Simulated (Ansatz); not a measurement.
# V: one atom moved over a plane

The calculation used DFT PBE, scalar-relativistic, plane waves, PAW in Ansatz. The runs took a 420 eV cutoff, a Γ-centred 21×21×10 mesh and Gaussian smearing (0.15 eV). No spin polarisation. Energies are free energies at this smearing, counted from the undisturbed cell; pressure is positive in compression.

Reference structure (as given, not relaxed at this level; it stands at -0.3 GPa; this form isn't the usual structure):

```yaml
crystal:
  lattice:
    - [2.60429, 0.00000, 0.00000]
    - [-1.30215, 2.25538, 0.00000]
    - [0.00000, 0.00000, 4.72334]
  atoms:
    - { symbol: V, position: [0.66667, 0.33333, 0.75000] }
    - { symbol: V, position: [0.33333, 0.66667, 0.25000] }
```

Atom 1 (V) is moved by p along (0.707, 0.707, 0.000) and q along (0.000, 0.000, 1.000) (Å), all else fixed. Points are written (p, q).

Energy above the undisturbed cell in eV/cell (a dash: not computed):

```
 p \ q  -0.450  -0.225  0.000  0.225  0.450
-0.450    0.58    0.07  -0.11   0.07   0.58
-0.225    0.80       –      ?      –   0.80
 0.000    0.92    0.24   0.00   0.24   0.92
 0.225       ?       –      –      –      ?
 0.450    0.72       –  -0.03      –   0.72
```

Task: Fill in the withheld energies.

Result: (-0.225, 0.000): -0.04; (0.225, -0.450): 0.83; (0.225, 0.450): 0.83.